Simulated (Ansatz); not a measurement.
# SiC: which structure wins at one pressure

Which of rocksalt, CsCl, zincblende, wurtzite, NiAs has the lowest enthalpy for SiC at one common pressure? Methods of the runs shown: LAPW. Companion runs by PAW are cited.

Computed with Ansatz 0.2.0 (DFT, PBE, all-electron LAPW, scalar-relativistic, unless a step's input says otherwise).

## (1) The starting structure

It takes space group Fm-3m (No. 225, cubic). Conventional cell: a = 3.860 Å, b = 3.860 Å, c = 3.860 Å, α = 90.00°, β = 90.00°, γ = 90.00°. Around Si (site symmetry m-3m) lie 6 C at 1.93 Å. Around C (site symmetry m-3m) lie 6 Si at 1.93 Å.

Coordinates:

```cif
data_structure
_symmetry_space_group_name_H-M 'P 1'
_symmetry_Int_Tables_number 1
_cell_length_a 2.7296
_cell_length_b 2.7296
_cell_length_c 2.7296
_cell_angle_alpha 60.000
_cell_angle_beta 60.000
_cell_angle_gamma 60.000
_cell_volume 14.38
loop_
_atom_site_label
_atom_site_type_symbol
_atom_site_fract_x
_atom_site_fract_y
_atom_site_fract_z
_atom_site_occupancy
Si1 Si 0.00000 0.00000 0.00000 1
C1 C 0.50000 0.50000 0.50000 1
```

Atoms are numbered in the order of the input: Si1, C2.

## (2) Rocksalt relaxed under pressure, LAPW

input.yaml

```yaml
crystal:
  lattice:
    - [0.0, 1.9301095306, 1.9301095306]
    - [1.9301095306, 0.0, 1.9301095306]
    - [1.9301095306, 1.9301095306, 0.0]
  atoms:
    - { symbol: Si, position: [0.0, 0.0, 0.0] }
    - { symbol: C, position: [0.5, 0.5, 0.5] }
kpoints:
  mp_grid: { grid: [16, 16, 16] }
scf:
  occupations: { method: fermi_dirac, width: 0.1 }
hamiltonian:
  xc: pbe
  pseudopotentials: { kind: all_electron, lapw: { basis_error: 0.0005 } }
output:
  forces: true
  stress: true
  eigenvalues: true
relax:
  f_tol: 0.005
  max_steps: 12
  cell: { p_target: 51.0, stress_tol: 0.03 }
```

Run with:

```sh
> ansatz run input.yaml --threads 1 --pin off --max-ram 3584MiB --backend cpu --events-out ev --progress --plain --runs-dir out
```

The log of the run:

```text
The last accepted step is kept in <dir> (removed where the run ends without a failure and the disk answers)
LAPW: plane waves up to 10.079 Å⁻¹, error target 5.0e-4 eV per atom; small_component_spin mean_spin; C in spheres of 0.876 Å, 6 of its electrons in bands, Dirac shells []; Si in spheres of 0.996 Å, 12 of its electrons in bands, Dirac shells []
Engine: ansatz 0.2.0
Pseudopotentials: kind: all_electron
Pseudopotential: Si, LAPW, valence charge 12, Koelling and Harmon's equation, gaussian nucleus
Pseudopotential: C, LAPW, valence charge 6, Koelling and Harmon's equation, gaussian nucleus
Functional definition: PBE
  parameter kappa = 0.804
  parameter beta = 0.06672455060314922
  exchange = pbe_x(kappa = kappa, mu = beta*pi^2/3)
  correlation = pbe_c(beta = beta)
Crystal: 2 atoms, lattice volume = 14.381 Å³
Basis set: ecut = 387.0075609921345 eV, 259 PW (Γ), exchange–correlation at level 2
Bands: 13, of which v1, the nominal top of the filled ones, is band 9 counted from 1 (8 counted from 0)
Symmetry: 48 space group operations
Space group: Fm-3m (ITA 225), of the structure as read, at distance tolerance 2.4e-5 Å
k-points: 145 of 4096
Non-local potential: Si, projectors of the file, none
Non-local potential: C, projectors of the file, none
Initial density: superposition of atomic densities (chi_scale 0.1, normalization cell, long waves kept (reshape's long-wave potential 0.00 eV rms))
Initial wavefunctions: plane waves of lowest kinetic energy (no species holds an atomic orbital)
Functional: x = pbe(κ = 0.804, μ = 0.2195149727645171), c = pbe(β = 0.06672455060314922)
iter 1 solved again at ethr=2.01e-2 eV; its pass at ethr=1.00e-1 eV (dr2=3.61e0 eV) is discarded
SCF iter   1: F=—  HF=-8929.385197 eV  |F-HF|=—  |Δ(HF+E_count)|=         —  Δρ=1.61e-1  dr2=3.61e0  ethr=2.01e-2  ⟨swp⟩=2.0  Hψ=14000  notcnv=0
preconditioner: auto → none  [insulator: Δε(μ)=1.947 eV  Ē_g=17.347 eV  σ=0.100 eV  W_gap=1.00  n_scr=8 (ndim 8)  ℏωp=27.7 eV  f_vac=0.000  D(μ)=0.00/eV (n_scr^D=0)  ε∞_Penn≈3.5]
iter 2 solved again at ethr=1.39e-4 eV; its pass at ethr=2.01e-2 eV (dr2=2.49e-2 eV) is discarded
SCF iter   2: F=—  HF=-8927.756951 eV  |F-HF|=—  |Δ(HF+E_count)|=    1.63e0  Δρ=2.32e-2  dr2=2.50e-2  ethr=1.39e-4  ⟨swp⟩=2.0  Hψ=9758  notcnv=0
SCF iter   3: F=—  HF=-8927.739745 eV  |F-HF|=—  |Δ(HF+E_count)|=         —  Δρ=1.26e-2  dr2=1.01e-2  ethr=1.39e-4  ⟨swp⟩=2.8  Hψ=5470  notcnv=0
the basis was enlarged: its passes take 153.1 KiB over the memory plan, 1 of 1 planned eigensolver slots
SCF iter   4: F=—  HF=-8927.741352 eV  |F-HF|=—  |Δ(HF+E_count)|=   1.61e-3  Δρ=9.93e-4  dr2=7.00e-5  ethr=5.63e-5  ⟨swp⟩=2.0  Hψ=4709  notcnv=0
SCF iter   5: F=—  HF=-8927.741372 eV  |F-HF|=—  |Δ(HF+E_count)|=   2.00e-5  Δρ=1.62e-4  dr2=2.36e-6  ethr=3.89e-7  ⟨swp⟩=2.0  Hψ=4682  notcnv=0
SCF iter   6: F=-8927.741372 eV  HF=-8927.741372 eV  |F-HF|=5.02e-8  |Δ(HF+E_count)|=   3.88e-7  Δρ=1.89e-5  dr2=2.26e-8  ethr=1.31e-8  ⟨swp⟩=2.1  Hψ=4707  notcnv=0
the search or the solves at the SCF's close seem to have found levels that the self-consistency loop had missed (the run counts 1). By its estimate they hold under 1e-12 electrons; where the run keeps them, the occupations were computed again with them
SCF 1 converged in 6 iterations: F = -8927.741372 eV  dr2 = 2.26e-8
relax step   1: F+E_penalty+E_count = -8927.74137195 eV  Δ(F+E_penalty+E_count) = +0.000e0 eV  max|allowed force component| = 1.298e-30 eV/Å  Δτ_max = 0.0000 Å  P = +51.183 GPa  Ω = 14.381 Å³  (6 SCF iters, accepted)
Crystal: 2 atoms, lattice volume = 14.384 Å³
Basis set: ecut = 386.9539778737395 eV, 259 PW (Γ), exchange–correlation at level 2
Initial density: handed on by an earlier stage of this run
Initial wavefunctions: those handed on with the density
iter 1 solved again at ethr=3.18e-10 eV; its pass at ethr=1.00e-1 eV (dr2=5.72e-8 eV) is discarded
SCF iter   1: F=—  HF=-8927.742325 eV  |F-HF|=—  |Δ(HF+E_count)|=         —  Δρ=3.47e-5  dr2=1.16e-7  ethr=3.18e-10  ⟨swp⟩=4.6  Hψ=9870  notcnv=0
preconditioner: auto → none  [metal: Δε(μ)=0.193 eV  Ē_g=16.759 eV  σ=0.100 eV  W_gap=0.44  n_scr=8 (ndim 8)  ℏωp=27.7 eV  f_vac=0.000  D(μ)=0.05/eV (n_scr^D=0)]
SCF iter   2: F=-8927.742325 eV  HF=-8927.742325 eV  |F-HF|=6.80e-9  |Δ(HF+E_count)|=   9.75e-8  Δρ=1.04e-5  dr2=1.17e-8  ethr=3.18e-10  ⟨swp⟩=3.0  Hψ=5160  notcnv=0
SCF 2 converged in 2 iterations: F = -8927.742325 eV  dr2 = 1.17e-8
relax step   2: F+E_penalty+E_count = -8927.74232526 eV  Δ(F+E_penalty+E_count) = -9.533e-4 eV  max|allowed force component| = 7.889e-31 eV/Å  Δτ_max = 0.0000 Å  P = +51.084 GPa  Ω = 14.384 Å³  (2 SCF iters, accepted)
Crystal: 2 atoms, lattice volume = 14.386 Å³
Basis set: ecut = 386.90910706282295 eV, 259 PW (Γ), exchange–correlation at level 2
iter 1 solved again at ethr=5.31e-11 eV; its pass at ethr=1.00e-1 eV (dr2=9.55e-9 eV) is discarded
SCF iter   1: F=—  HF=-8927.743122 eV  |F-HF|=—  |Δ(HF+E_count)|=         —  Δρ=1.78e-5  dr2=2.97e-8  ethr=5.31e-11  ⟨swp⟩=5.2  Hψ=10783  notcnv=0
preconditioner: auto → none  [metal: Δε(μ)=0.193 eV  Ē_g=16.757 eV  σ=0.100 eV  W_gap=0.44  n_scr=8 (ndim 8)  ℏωp=27.7 eV  f_vac=0.000  D(μ)=0.05/eV (n_scr^D=0)]
SCF iter   2: F=-8927.743122 eV  HF=-8927.743122 eV  |F-HF|=2.00e-9  |Δ(HF+E_count)|=   1.98e-8  Δρ=6.31e-6  dr2=4.16e-9  ethr=5.31e-11  ⟨swp⟩=3.0  Hψ=5183  notcnv=0
SCF 3 converged in 2 iterations: F = -8927.743122 eV  dr2 = 4.16e-9
relax step   3: F+E_penalty+E_count = -8927.74312246 eV  Δ(F+E_penalty+E_count) = -7.972e-4 eV  max|allowed force component| = 7.889e-31 eV/Å  Δτ_max = 0.0000 Å  P = +51.005 GPa  Ω = 14.386 Å³  (2 SCF iters, accepted)
iter 1 solved again at ethr=2.31e-11 eV; its pass at ethr=1.00e-1 eV (dr2=4.16e-9 eV) is discarded
SCF iter   1: F=—  HF=-8927.743122 eV  |F-HF|=—  |Δ(HF+E_count)|=         —  Δρ=6.31e-6  dr2=4.16e-9  ethr=2.31e-11  ⟨swp⟩=3.0  Hψ=9623  notcnv=0
SCF iter   2: F=-8927.743122 eV  HF=-8927.743122 eV  |F-HF|=2.80e-10  |Δ(HF+E_count)|=   1.38e-9  Δρ=2.79e-6  dr2=7.09e-10  ethr=2.31e-11  ⟨swp⟩=2.0  Hψ=4683  notcnv=0
SCF 4 converged in 2 iterations: F = -8927.743122 eV  dr2 = 7.09e-10
relax step   4: F+E_penalty+E_count = -8927.74312246 eV  Δ(F+E_penalty+E_count) = +5.315e-9 eV  max|allowed force component| = 8.710e-31 eV/Å  Δτ_max = 0.0000 Å  P = +51.005 GPa  Ω = 14.386 Å³  stress off target by 5.37e-3 GPa  SCF on the basis re-selected at this cell (its energy is not comparable with the rows above)  (2 SCF iters)
basis re-selected at this cell: Δ(F+E_penalty+E_count) = +5.315e-9 eV, ΔP = +0.000 GPa vs the last step (what re-selecting the basis moved, after the strain that the cell walked since its last selection, with what the two solves' SCF thresholds leave and, on support functions, any second-order correction that the steps lacked; it is no measure of the basis error at this ecutwfc). This SCF's stress stands 5.37e-3 GPa from its target on what of the cell is left free (relax.cell.stress_tol is 3.00e-2 GPa) and its largest allowed force component is 8.71e-31 eV/Å (relax.f_tol is 5.00e-3 eV/Å): within both
SCF converged after 2 iterations
Free energy (F): -8927.743122 eV
Harris-Foulkes:  -8927.743122 eV  (|F-HF|=2.80e-10)
Internal energy: -8927.741237 eV  (E = F + TS)
E sigma→0 (E₀):  -8927.742180 eV
Entropy (-TS):   -0.001885 eV (-0.943 meV/atom)
Fermi energy:    18.754527 eV
--- Per-component energies (eV) ---
  E_band       = -1075.762096
  E_kinetic    = 8959.027653
  E_xc         = -722.029668
  E_electrostatic = -17164.739223  (all electrons and nuclei)
  E_smearing   = -0.001885  (= −TS)
  E_closure    = 0.000000  (closes the sum)
  E_atoms      = -8914.489707  (free atoms, spherical and without spin; not in F)
  Σ components = -8927.743122   (vs F -8927.743122, Δ=0.00e0)
  Basis errors (estimates in eV, not in F): energy 2.3e-4 per atom: plane waves 2.1e-4 (1.2e-4 summed), levels above the bands 3.0e-48, relativity 7.3e-9, radial functions 1.2e-5, core shells 1.1e-13; eigenvalues (radial functions only) 3.0e-6; not estimated: angular momenta, meshes, grids; target (lapw.basis_error) 5.0e-4; muffin-tin radii C 0.877 Å, Si 0.996 Å
--- Forces (eV/Å), atoms counted from 1 ---
  atom   1  Si    -0.00000000     0.00000000     0.00000000
  atom   2  C      0.00000000    -0.00000000    -0.00000000
  max |Σ_I F_I| component: 8.87e-31 eV/Å
--- Stress (GPa, compression-positive) ---
       51.005366       0.000000      -0.000000
        0.000000      51.005366       0.000000
       -0.000000       0.000000      51.005366
  P = ⅓ Tr σ = 51.0054 GPa (510.054 kbar)
--- Band table (eV; the first three rows and the last of 145) ---
  k-point 0: bands = ["-245.6562", "-116.5561", "-72.6056", "-72.6056", "-72.6056", "-1.6563", "18.5567", "18.5567", "18.5567", "27.5190", "27.5190", "27.5190", "28.7444"]
  k-point 1: bands = ["-245.6562", "-116.5561", "-72.6059", "-72.6057", "-72.6057", "-1.5517", "17.9812", "18.4735", "18.4735", "27.3229", "27.7238", "27.7238", "28.9777"]
  k-point 2: bands = ["-245.6562", "-116.5559", "-72.6069", "-72.6058", "-72.6058", "-1.2387", "16.5192", "18.2553", "18.2553", "26.8384", "28.1096", "28.1096", "29.6929"]
  k-point 144: bands = ["-245.6562", "-116.5545", "-72.6118", "-72.6118", "-72.6093", "6.9986", "9.4924", "9.4924", "10.9860", "24.1751", "27.8312", "28.7282", "28.7282"]
--- Relaxed structure (3 steps of the walk, 3 accepted, 1 SCFs on fresh bases) ---
  F+E_penalty+E_count = -8927.74312246 eV   max|allowed force component| = 8.710e-31 eV/Å   (the final SCF, on the basis selected at the relaxed cell)
  cell:  # Å, volume = 14.3861 Å³
    - [8.327748666263729e-34, 1.930355085404309, 1.930355085404309]
    - [1.930355085404309, 4.235528002344459e-34, 1.930355085404309]
    - [1.930355085404309, 1.930355085404309, -2.0063027379526388e-34]
  atoms:
    - { symbol: Si, position: [-2.0300995568193895e-38, 3.248159290927271e-38, 1.624079645459943e-38] }
    - { symbol: C, position: [0.5, 0.5, 0.5] }
```

Wall time 29 s (1 thread of Arm Neoverse V2, shared host); peak memory 0.4 GiB.

Relaxation path:

```tsv
step	energy from step 1 (eV/cell)	largest force component (eV/Å)	pressure (GPa)	volume (Å³)
1	0.0000	0.0000	51.18	14.38
2	-0.0010	0.0000	51.08	14.38
3	-0.0017	0.0000	51.01	14.39
4	-0.0017	0.0000	51.01	14.39
```

Step 1 is the start. Step 4 repeats the geometry before on a plane-wave basis chosen anew for that cell, so the energy can jump there without any move; the table keeps such jumps.

| input's cell | before | after | change |
| --- | --- | --- | --- |
| a (Å) | 2.730 | 2.730 | +0.0 % |
| b (Å) | 2.730 | 2.730 | +0.0 % |
| c (Å) | 2.730 | 2.730 | +0.0 % |
| volume (Å³/atom) | 7.19 | 7.19 | +0.0 % |

## (3) CsCl relaxed under pressure, LAPW

Edit input.yaml of step 2 so:

```diff
@@ -2,5 +2,5 @@
   lattice:
-    - [0.0, 1.9301095306, 1.9301095306]
-    - [1.9301095306, 0.0, 1.9301095306]
-    - [1.9301095306, 1.9301095306, 0.0]
+    - [2.475912373, 0.0, 0.0]
+    - [0.0, 2.475912373, 0.0]
+    - [0.0, 0.0, 2.475912373]
   atoms:
@@ -9,3 +9,3 @@
 kpoints:
-  mp_grid: { grid: [16, 16, 16] }
+  mp_grid: { grid: [15, 15, 15] }
 scf:
```

Run with:

```sh
> ansatz run input.yaml --threads 1 --pin off --max-ram 3584MiB --backend cpu --events-out ev --progress --plain --runs-dir out
```

The log of the run:

```text
[... 1 set-up line as earlier in the session ...]
LAPW: plane waves up to 9.020 Å⁻¹, error target 5.0e-4 eV per atom; small_component_spin mean_spin; C in spheres of 0.999 Å, 6 of its electrons in bands, Dirac shells []; Si in spheres of 1.081 Å, 12 of its electrons in bands, Dirac shells []
[... 9 set-up lines as earlier in the session ...]
Crystal: 2 atoms, lattice volume = 15.178 Å³
Basis set: ecut = 309.98610965734866 eV, 179 PW (Γ), exchange–correlation at level 2
Bands: 13, of which v1, the nominal top of the filled ones, is band 9 counted from 1 (8 counted from 0)
[... 1 set-up line as earlier in the session ...]
Space group: Pm-3m (ITA 221), of the structure as read, at distance tolerance 2.5e-5 Å
k-points: 120 of 3375
[... 5 set-up lines as earlier in the session ...]
iter 1 solved again at ethr=8.12e-3 eV; its pass at ethr=1.00e-1 eV (dr2=1.46e0 eV) is discarded
SCF iter   1: F=—  HF=-8925.590047 eV  |F-HF|=—  |Δ(HF+E_count)|=         —  Δρ=9.16e-2  dr2=1.46e0  ethr=8.12e-3  ⟨swp⟩=2.0  Hψ=11815  notcnv=0
preconditioner: auto → none  [metal: Δε(μ)=0.068 eV  Ē_g=14.777 eV  σ=0.100 eV  W_gap=0.17  n_scr=6 (ndim 8)  ℏωp=27.0 eV  f_vac=0.000  D(μ)=0.77/eV (n_scr^D=6)  sad-step TF]
iter 2 solved again at ethr=5.17e-4 eV; its pass at ethr=8.11e-3 eV (dr2=9.31e-2 eV) is discarded
SCF iter   2: F=—  HF=-8924.992607 eV  |F-HF|=—  |Δ(HF+E_count)|=   5.97e-1  Δρ=2.33e-2  dr2=9.27e-2  ethr=5.17e-4  ⟨swp⟩=2.0  Hψ=7996  notcnv=0
SCF iter   3: F=—  HF=-8924.972586 eV  |F-HF|=—  |Δ(HF+E_count)|=         —  Δρ=7.08e-3  dr2=4.37e-3  ethr=5.15e-4  ⟨swp⟩=2.0  Hψ=4601  notcnv=0
the basis was enlarged: its passes take 227.5 KiB over the memory plan, 1 of 1 planned eigensolver slots
SCF iter   4: F=—  HF=-8924.970507 eV  |F-HF|=—  |Δ(HF+E_count)|=   2.08e-3  Δρ=1.84e-3  dr2=2.22e-4  ethr=2.43e-5  ⟨swp⟩=2.0  Hψ=4242  notcnv=0
SCF iter   5: F=—  HF=-8924.970325 eV  |F-HF|=—  |Δ(HF+E_count)|=   1.82e-4  Δρ=2.97e-4  dr2=1.12e-5  ethr=1.23e-6  ⟨swp⟩=2.7  Hψ=4350  notcnv=0
SCF iter   6: F=—  HF=-8924.970324 eV  |F-HF|=—  |Δ(HF+E_count)|=   1.30e-6  Δρ=2.90e-5  dr2=1.18e-7  ethr=6.22e-8  ⟨swp⟩=2.0  Hψ=4239  notcnv=0
SCF iter   7: F=-8924.970324 eV  HF=-8924.970324 eV  |F-HF|=4.27e-10  |Δ(HF+E_count)|=   1.08e-8  Δρ=1.56e-6  dr2=1.23e-10  ethr=6.54e-10  ⟨swp⟩=2.3  Hψ=4345  notcnv=0
SCF 1 converged in 7 iterations: F = -8924.970324 eV  dr2 = 1.23e-10
relax step   1: F+E_penalty+E_count = -8924.97032384 eV  Δ(F+E_penalty+E_count) = +0.000e0 eV  max|allowed force component| = 8.382e-31 eV/Å  Δτ_max = 0.0000 Å  P = +51.146 GPa  Ω = 15.178 Å³  (7 SCF iters, accepted)
Crystal: 2 atoms, lattice volume = 15.181 Å³
Basis set: ecut = 309.94084267981725 eV, 179 PW (Γ), exchange–correlation at level 2
[... 2 set-up lines as earlier in the session ...]
iter 1 solved again at ethr=2.10e-10 eV; its pass at ethr=1.00e-1 eV (dr2=3.78e-8 eV) is discarded
SCF iter   1: F=—  HF=-8924.971384 eV  |F-HF|=—  |Δ(HF+E_count)|=         —  Δρ=1.23e-5  dr2=2.18e-8  ethr=2.10e-10  ⟨swp⟩=4.6  Hψ=8371  notcnv=0
preconditioner: auto → none  [metal: Δε(μ)=0.078 eV  Ē_g=14.452 eV  σ=0.100 eV  W_gap=0.19  n_scr=6 (ndim 8)  ℏωp=27.0 eV  f_vac=0.000  D(μ)=0.76/eV (n_scr^D=6)]
SCF iter   2: F=-8924.971384 eV  HF=-8924.971384 eV  |F-HF|=4.43e-9  |Δ(HF+E_count)|=   1.04e-8  Δρ=4.88e-6  dr2=4.50e-9  ethr=1.21e-10  ⟨swp⟩=2.4  Hψ=4309  notcnv=0
SCF 2 converged in 2 iterations: F = -8924.971384 eV  dr2 = 4.50e-9
relax step   2: F+E_penalty+E_count = -8924.97138448 eV  Δ(F+E_penalty+E_count) = -1.061e-3 eV  max|allowed force component| = 4.339e-30 eV/Å  Δτ_max = 0.0000 Å  P = +51.063 GPa  Ω = 15.181 Å³  (2 SCF iters, accepted)
Crystal: 2 atoms, lattice volume = 15.184 Å³
Basis set: ecut = 309.9066402689818 eV, 179 PW (Γ), exchange–correlation at level 2
iter 1 solved again at ethr=3.80e-11 eV; its pass at ethr=1.00e-1 eV (dr2=6.84e-9 eV) is discarded
SCF iter   1: F=—  HF=-8924.972185 eV  |F-HF|=—  |Δ(HF+E_count)|=         —  Δρ=6.48e-6  dr2=3.51e-9  ethr=3.80e-11  ⟨swp⟩=5.0  Hψ=9244  notcnv=0
preconditioner: auto → none  [metal: Δε(μ)=0.078 eV  Ē_g=14.451 eV  σ=0.100 eV  W_gap=0.19  n_scr=6 (ndim 8)  ℏωp=27.0 eV  f_vac=0.000  D(μ)=0.76/eV (n_scr^D=6)]
SCF iter   2: F=-8924.972185 eV  HF=-8924.972185 eV  |F-HF|=7.79e-10  |Δ(HF+E_count)|=  7.09e-11  Δρ=3.00e-6  dr2=1.36e-9  ethr=1.95e-11  ⟨swp⟩=2.4  Hψ=4293  notcnv=0
SCF 3 converged in 2 iterations: F = -8924.972185 eV  dr2 = 1.36e-9
relax step   3: F+E_penalty+E_count = -8924.97218500 eV  Δ(F+E_penalty+E_count) = -8.005e-4 eV  max|allowed force component| = 1.775e-30 eV/Å  Δτ_max = 0.0000 Å  P = +51.001 GPa  Ω = 15.184 Å³  (2 SCF iters, accepted)
iter 1 solved again at ethr=9.19e-12 eV; its pass at ethr=1.00e-1 eV (dr2=1.65e-9 eV) is discarded
SCF iter   1: F=—  HF=-8924.972185 eV  |F-HF|=—  |Δ(HF+E_count)|=         —  Δρ=3.01e-6  dr2=1.37e-9  ethr=9.19e-12  ⟨swp⟩=3.0  Hψ=7943  notcnv=0  reapply=1
iter 2 solved again at ethr=1.00e-12 eV; its pass at ethr=7.60e-12 eV (dr2=1.00e-10 eV) is discarded
SCF iter   2: F=-8924.972185 eV  HF=-8924.972185 eV  |F-HF|=1.09e-10  |Δ(HF+E_count)|=   2.53e-9  Δρ=1.20e-6  dr2=1.00e-10  ethr=1.60e-12 (applied; sched 1.00e-12)  ⟨swp⟩=2.0  Hψ=7399  notcnv=0
SCF 4 converged in 2 iterations: F = -8924.972185 eV  dr2 = 1.00e-10
relax step   4: F+E_penalty+E_count = -8924.97218499 eV  Δ(F+E_penalty+E_count) = +2.439e-9 eV  max|allowed force component| = 1.315e-30 eV/Å  Δτ_max = 0.0000 Å  P = +51.002 GPa  Ω = 15.184 Å³  stress off target by 1.72e-3 GPa  SCF on the basis re-selected at this cell (its energy is not comparable with the rows above)  (2 SCF iters)
basis re-selected at this cell: Δ(F+E_penalty+E_count) = +2.439e-9 eV, ΔP = +0.000 GPa vs the last step (what re-selecting the basis moved, after the strain that the cell walked since its last selection, with what the two solves' SCF thresholds leave and, on support functions, any second-order correction that the steps lacked; it is no measure of the basis error at this ecutwfc). This SCF's stress stands 1.72e-3 GPa from its target on what of the cell is left free (relax.cell.stress_tol is 3.00e-2 GPa) and its largest allowed force component is 1.31e-30 eV/Å (relax.f_tol is 5.00e-3 eV/Å): within both
SCF converged after 2 iterations
Free energy (F): -8924.972185 eV
Harris-Foulkes:  -8924.972185 eV  (|F-HF|=1.09e-10)
Internal energy: -8924.947502 eV  (E = F + TS)
E sigma→0 (E₀):  -8924.959843 eV
Entropy (-TS):   -0.024683 eV (-12.342 meV/atom)
Fermi energy:    17.839414 eV
--- Per-component energies (eV) ---
  E_band       = -1089.007885
  E_kinetic    = 8957.149748
  E_xc         = -719.060551
  E_electrostatic = -17163.036699  (all electrons and nuclei)
  E_smearing   = -0.024683  (= −TS)
  E_closure    = 0.000000  (closes the sum)
  E_atoms      = -8914.489707  (free atoms, spherical and without spin; not in F)
  Σ components = -8924.972185   (vs F -8924.972185, Δ=0.00e0)
  Basis errors (estimates in eV, not in F): energy 1.9e-4 per atom: plane waves 1.7e-4 (9.4e-5 summed), levels above the bands 1.1e-41, relativity 8.7e-9, radial functions 1.6e-5, core shells 3.3e-15; eigenvalues (radial functions only) 2.7e-6; not estimated: angular momenta, meshes, grids; target (lapw.basis_error) 5.0e-4; muffin-tin radii C 0.999 Å, Si 1.081 Å
--- Forces (eV/Å), atoms counted from 1 ---
  atom   1  Si    -0.00000000    -0.00000000    -0.00000000
  atom   2  C      0.00000000    -0.00000000    -0.00000000
  max |Σ_I F_I| component: 1.31e-30 eV/Å
--- Stress (GPa, compression-positive) ---
       51.001716       0.000000       0.000000
        0.000000      51.001716       0.000000
        0.000000       0.000000      51.001716
  P = ⅓ Tr σ = 51.0017 GPa (510.017 kbar)
--- Band table (eV; the first three rows and the last of 120) ---
  k-point 0: bands = ["-248.3902", "-117.2406", "-73.2848", "-73.2848", "-73.2848", "-2.0267", "16.4440", "16.4440", "16.4440", "21.8839", "22.3136", "22.3136", "33.4841"]
  k-point 1: bands = ["-248.3902", "-117.2405", "-73.2855", "-73.2847", "-73.2847", "-1.9293", "15.5003", "16.5135", "16.5135", "22.0283", "22.4125", "23.2230", "33.1601"]
  k-point 2: bands = ["-248.3902", "-117.2403", "-73.2875", "-73.2846", "-73.2846", "-1.6377", "13.6076", "16.7180", "16.7180", "22.2495", "22.7072", "25.1380", "32.2680"]
  k-point 119: bands = ["-248.3902", "-117.2352", "-73.2982", "-73.2982", "-73.2982", "10.4122", "12.1193", "12.1193", "12.4152", "16.1098", "16.1098", "16.1828", "21.0466"]
--- Relaxed structure (3 steps of the walk, 3 accepted, 1 SCFs on fresh bases) ---
  F+E_penalty+E_count = -8924.97218499 eV   max|allowed force component| = 1.315e-30 eV/Å   (the final SCF, on the basis selected at the relaxed cell)
  cell:  # Å, volume = 15.1835 Å³
    - [2.4762298018708866, 2.5679065925163143e-34, 0.0]
    - [2.5679065925163143e-34, 2.4762298018708866, 0.0]
    - [0.0, 0.0, 2.4762298018708866]
  atoms:
    - { symbol: Si, position: [-1.197533086144594e-47, 9.49544388567644e-39, -3.7981775563155946e-38] }
    - { symbol: C, position: [0.49999999999999994, 0.49999999999999994, 0.49999999999999994] }
```

It took 23 s on 1 thread of Arm Neoverse V2, shared host; peak memory 0.34 GiB.

Step by step:

```tsv
step	energy from step 1 (eV/cell)	largest force component (eV/Å)	pressure (GPa)	volume (Å³)
1	0.0000	0.0000	51.15	15.18
2	-0.0011	0.0000	51.06	15.18
3	-0.0019	0.0000	51.00	15.18
4	-0.0019	0.0000	51.00	15.18
```

Step 1 is the start. Step 4 repeats the geometry before on a plane-wave basis chosen anew for that cell, so the energy can jump there without any move; the table keeps such jumps.

| input's cell | before | after | change |
| --- | --- | --- | --- |
| a (Å) | 2.476 | 2.476 | +0.0 % |
| b (Å) | 2.476 | 2.476 | +0.0 % |
| c (Å) | 2.476 | 2.476 | +0.0 % |
| volume (Å³/atom) | 7.59 | 7.59 | +0.0 % |

Read from it: pressure 51.00 GPa; no gap.

(Part 1 of 2 ends here.)
